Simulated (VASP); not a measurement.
# MnO2 (P-3m1) in VASP: further runs

One crystal, MnO2, is run at these levels: r2SCAN; tasks: single point.

Program: VASP 6.6.1. These are calculated values, not measurements. Logs are shortened: lines on timing, memory, paths and dates and some standing lists are left out, and cuts for length are marked.

## Step 1: The crystal as given

It takes space group P-3m1 (No. 164, trigonal). The conventional cell has a = 2.857 Å, b = 2.857 Å, c = 4.601 Å, α = 90.00°, β = 90.00°, γ = 120.00°. Around Mn (site symmetry -3m) lie 6 O at 1.90 Å. Around O (site symmetry 3m) lie 3 Mn at 1.90 Å.

Measurements of this composition are mostly on another form, of space group No. 136.

## Step 2: Single point, r2SCAN, collinear spin, ferromagnetic start

Contents of INCAR:

```
SYSTEM = MnO2
ADDGRID = .False.
ALGO = Normal
EDIFF = 1E-6
ENCUT = 460
ISIF = 2
ISMEAR = 0
ISPIN = 2
LASPH = .False.
LCHARG = .False.
LMAXMIX = 4
LMIXTAU = .True.
LORBIT = 11
LREAL = .False.
LWAVE = .False.
MAGMOM = 4 0 0
METAGGA = R2SCAN
NBANDS = 24
NELM = 100
PREC = Accurate
SIGMA = 0.05
```

Contents of KPOINTS:

```
k-points
0
Gamma
  5 5 3
  0 0 0
```

Contents of POSCAR:

```
MnO2
1.0
    2.8565781804      0.0000000000      0.0000000000
   -1.4282890902      2.4738692722      0.0000000000
    0.0000000000      0.0000000000      4.6013740589
Mn O
1 2
Direct
    0.0000000000      0.0000000000      0.5000000000
    0.3333333333      0.6666666667      0.7062925700
    0.6666666667      0.3333333333      0.2937074300
```

Potentials or basis: VASP PAW PBE potentials, release 64 (Mn_pv, O).

Started as:

```sh
cat potpaw_PBE.64/Mn_pv/POTCAR potpaw_PBE.64/O/POTCAR > POTCAR
mpirun -np 1 vasp_std > vasp.out
```

OUTCAR:

```text
SYSTEM = MnO2
   EDIFF = 1E-6
   ENCUT = 460
   ISIF = 2
   ISMEAR = 0
   ISPIN = 2
   LASPH = .False.
   LORBIT = 11
   LREAL = .False.
   METAGGA = R2SCAN
   NELM = 100
   PREC = Accurate
     LASPH = .TRUE.)

 Found     12 irreducible k-points:

 Following reciprocal coordinates:
            Coordinates               Weight
  0.000000  0.000000  0.000000      1.000000
  0.200000  0.000000  0.000000      6.000000
  0.400000  0.000000  0.000000      6.000000
  0.200000  0.200000  0.000000      6.000000
  0.400000  0.200000  0.000000      6.000000
  0.000000  0.000000  0.333333      2.000000
   k-points           NKPTS =     12   k-points in BZ     NKDIM =     12   number of bands    NBANDS=     24
   number of dos      NEDOS =    301   number of ions     NIONS =      3
   total plane-waves  NPLWV =  12800
   dimension x,y,z NGX =    20 NGY =   20 NGZ =   32
   dimension x,y,z NGXF=    40 NGYF=   40 NGZF=   64
   ions per type =               1   2
   NGX,Y,Z   is equivalent  to a cutoff of  11.64, 11.64, 11.56 a.u.
   NGXF,Y,Z  is equivalent  to a cutoff of  23.28, 23.28, 23.12 a.u.
 SYSTEM =  MnO2
   PREC   = accura    normal or accurate (medium, high low for compatibility)
   ISTART =      0    job   : 0-new  1-cont  2-samecut
   ICHARG =      2    charge: 1-file 2-atom 10-const
   ISPIN  =      2    spin polarized calculation?
   LNONCOLLINEAR =      F non collinear calculations
   LSORBIT =      F    spin-orbit coupling
   LASPH  =      F    aspherical Exc in radial PAW
   ENCUT  =  460.0 eV  33.81 Ry    5.81 a.u.   5.00  5.00  8.05*2*pi/ulx,y,z
   NELM   =    100;   NELMIN=  2; NELMDL= -5     # of ELM steps
   EDIFF  = 0.1E-05   stopping-criterion for ELM
   LREAL  =      F    real-space projection
   EDIFFG = 0.1E-04   stopping-criterion for IOM
   NSW    =      0    number of steps for IOM
   IBRION =     -1    ionic relax: 0-MD 1-quasi-New 2-CG
   NFREE  =      0    steps in history (QN), initial steepest desc. (CG)
   ISIF   =      2    stress and relaxation
   ISYM   =      2    0-nonsym 1-usesym 2-fastsym
   POTIM  = 0.5000    time-step for ionic-motion
   TEBEG  =    0.0;   TEEND  =   0.0 temperature during run
   PSTRESS=    0.0 pullay stress
   NELECT =      25.0000    total number of electrons
   NUPDOWN=      -1.0000    fix difference up-down
   EMIN   =  10.00;   EMAX   =-10.00  energy-range for DOS
   EFERMI =   0.00;   METHOD = LEGACY
   ISMEAR =     0;   SIGMA  =   0.05  broadening in eV -4-tet -1-fermi 0-gaus
   EFERMI_NEDOS =   21; number of points for ismear=-14 and -15
   IALGO  =     38    algorithm
   IMIX   =      4    mixing-type and parameters
     AMIX     =   0.40;   BMIX     =  1.00
     AMIX_MAG =   1.60;   BMIX_MAG =  1.00
  volume/ion in A,a.u.               =      10.84        73.15
  Fermi-wavevector in a.u.,A,eV,Ry     =   1.499747  2.834111 30.602787  2.249241
  Thomas-Fermi vector in A             =   2.611337
   LORBIT       =     11    0 simple, 1 ext, 2 COOP (PROOUT), +10 PAW based schemes
   METAGGA = R2SCAN    functional components
   LHFCALC =     F    Hartree Fock is set to
   AEXX    =    0.0000 exact exchange contribution
   IVDW    =     0    specifies the selected vdW correction
   LEPSILON=     F    determine dielectric tensor
   LRPA    =     F    only Hartree local field effects (RPA)
 spin polarized calculation
 Gauss-broadening in eV      SIGMA  =   0.05
  energy-cutoff  :      460.00
  volume of cell :       32.52
 maximum number of plane-waves:       737
 NGX is ok and might be reduce to    20
   NGX =  9   NGY =  9   NGZ = 17

 number of electron      25.0000023 magnetization       2.9999745

 Free energy of the ion-electron system (eV)
  ---------------------------------------------------
  ext. energy  EPLUGINS =         0.00000000
  ---------------------------------------------------
  free energy    TOTEN  =       -32.11186323 eV

  energy without entropy =      -32.11186323  energy(sigma->0) =      -32.11186323

 E-fermi :   3.0750     XC(G=0): -11.5565

 val. band max:        2.7597165625   @ k =   0.0000   0.2000   0.3333
 cond. band min:       4.4174943214   @ k =   0.0000   0.4000   0.3333
 fundamental gap:      1.6577777590
 Fermi energy:         3.0750410543

 spin component 1

 k-point     1 :       0.0000    0.0000    0.0000
  band No.  band energies     occupation
      1     -49.7692      1.00000
      2     -49.7691      1.00000
      3     -49.7315      1.00000
      4     -17.6697      1.00000
      5     -15.3651      1.00000
      6      -3.5668      1.00000
[... 16 lines left out ...]
     23      26.0937      0.00000
     24      27.7373      0.00000
[... 112 lines left out ...]
      2     -49.7691      1.00000
      3     -49.7316      1.00000
      4     -17.5820      1.00000
      5     -15.5092      1.00000
      6      -3.4539      1.00000
[... 16 lines left out ...]
     23      26.1486      0.00000
     24      26.8846      0.00000

 [... further k-points ...]

 spin component 2

 k-point     1 :       0.0000    0.0000    0.0000
  band No.  band energies     occupation
      1     -45.2680      1.00000
      2     -45.2679      1.00000
      3     -45.0623      1.00000
      4     -17.7774      1.00000
      5     -15.5251      1.00000
      6      -2.7037      1.00000
[... 16 lines left out ...]
     23      28.7044      0.00000
     24      28.7909      0.00000
[... 112 lines left out ...]
      2     -45.2679      1.00000
      3     -45.0625      1.00000
      4     -17.6900      1.00000
      5     -15.6649      1.00000
      6      -2.1479      1.00000
[... 16 lines left out ...]
     23      27.6431      0.00000
     24      27.6431      0.00000

 [... further k-points ...]

------------------------ aborting loop because EDIFF is reached ----------------------------------------

  FORCE on cell =-STRESS in cart. coord.  units (eV):
  Direction    XX          YY          ZZ          XY          YZ          ZX
  --------------------------------------------------------------------------------------
  -------------------------------------------------------------------------------------
  Total        0.5652350      0.5652350     -0.0234109      0.0000000      0.0000000      0.0000000
  in kB       27.8502585     27.8502585     -1.1535003      0.0000000      0.0000000      0.0000000
  external PRESSURE =      18.1823389 kB  Pullay stress =       0.0000000 kB

 VOLUME and BASIS-vectors are now :
 -----------------------------------------------------------------------------
  energy-cutoff  :      460.00
  volume of cell :       32.52
      direct lattice vectors                 reciprocal lattice vectors
     2.856578180  0.000000000  0.000000000     0.350069187  0.202112539  0.000000000
    -1.428289090  2.473869272  0.000000000     0.000000000  0.404225078  0.000000000
     0.000000000  0.000000000  4.601374059     0.000000000  0.000000000  0.217326387

 POSITION                                       TOTAL-FORCE (eV/Angst)
 -----------------------------------------------------------------------------------
      0.00000      0.00000      2.30069         0.000000      0.000000     -0.000000
     -0.00000      1.64925      3.24992         0.000000      0.000000      0.094567
      1.42829      0.82462      1.35146        -0.000000      0.000000     -0.094567
 -----------------------------------------------------------------------------------
    total drift:                                0.000000     -0.000000      0.000000

  FREE ENERGIE OF THE ION-ELECTRON SYSTEM (eV)
  ---------------------------------------------------
  free  energy   TOTEN  =       -32.1118632292 eV

  energy  without entropy=      -32.1118632292  energy(sigma->0) =      -32.11186323

 total charge

# of ion       s       p       d       tot
------------------------------------------
    1        0.383   6.464   4.882  11.729
    2        1.597   3.440   0.000   5.037
    3        1.597   3.440   0.000   5.037
--------------------------------------------------
tot          3.576  13.345   4.882  21.803

 magnetization (x)

# of ion       s       p       d       tot
------------------------------------------
    1        0.034   0.044   3.060   3.138
    2        0.004  -0.092   0.000  -0.088
    3        0.004  -0.092   0.000  -0.088
--------------------------------------------------
tot          0.043  -0.140   3.060   2.963
```

Run time: 86 s. Hardware: 1 thread of Intel Xeon Platinum 8375C at 2.90GHz (Ice Lake), shared host; peak memory 0.14 GiB.

These settings aren't checked as converged: the numbers below hold their error.

What came out:

```yaml
Free_energy: -32.1119 eV
Pressure: 1.8 GPa
Largest_force: 0.095 eV/Å
Band_gap_on_the_k_mesh: 1.66 eV, indirect (least direct gap 1.67 eV)
Net_moment: 3.00 μB per cell
Site_moments: Mn +3.14; O -0.09 μB
Valence_electrons_inside_the_program's_atomic_spheres: Mn 11.73; O 5.04
```

Caveat: the k mesh is coarse (spacing up to 0.51 Å⁻¹), so the values aren't converged; the cutoff is under 1.25 times the usual one of these potentials, so pressure, stress and relaxed cells hold a basis-set (Pulay) error; the PAW data sets were made with another functional, which shifts forces and pressure a little; an odd mesh through Γ misses points on the zone boundary, where band edges often lie; a cell with one magnetic atom can't hold antiferromagnetic order, which such compounds often take.

## Step 3: Single point, r2SCAN, collinear spin, ferromagnetic start

INCAR is that of step 2.

KPOINTS is that of step 2.

Contents of POSCAR:

```
MnO2
1.0
    2.8565781804      0.0000000000      0.0000000000
   -1.4282890902      2.4738692722      0.0000000000
    0.0000000000      0.0000000000      4.6013740589
Mn O
1 2
Direct
    0.0186700000     -0.0033200000      0.4886240000
    0.3165570000      0.6444560000      0.7182440000
    0.6490790000      0.3390650000      0.3129550000
```

Potentials or basis: VASP PAW PBE potentials, release 64 (Mn_pv, O).

Started as:

```sh
cat potpaw_PBE.64/Mn_pv/POTCAR potpaw_PBE.64/O/POTCAR > POTCAR
mpirun -np 1 vasp_std > vasp.out
```

Run time: 3.8 min. Hardware: 1 thread of Intel Xeon Platinum 8375C at 2.90GHz (Ice Lake), shared host; peak memory 0.17 GiB.

The run converged, but some of its settings lie outside the range that counts as converged, so its numbers aren't taken as properties of the crystal.

What came out:

| Quantity | Value |
| --- | --- |
| Free energy | -31.7686 eV |
| Pressure | 7.8 GPa |
| Largest force | 4.100 eV/Å |
| Band gap on the k mesh | 1.48 eV, indirect (least direct gap 1.57 eV) |
| Net moment | 3.00 μB per cell |
| Site moments | Mn +3.10; O -0.13, -0.02 μB |
| Valence electrons inside the program's atomic spheres | Mn 11.80; O 4.99, 5.11 |

Caveat: the k mesh is coarse (spacing up to 0.51 Å⁻¹), so the values aren't converged; the cutoff is under 1.25 times the usual one of these potentials, so pressure, stress and relaxed cells hold a basis-set (Pulay) error; the PAW data sets were made with another functional, which shifts forces and pressure a little; an odd mesh through Γ misses points on the zone boundary, where band edges often lie; a cell with one magnetic atom can't hold antiferromagnetic order, which such compounds often take.

(Continued in part 2 of 2.)
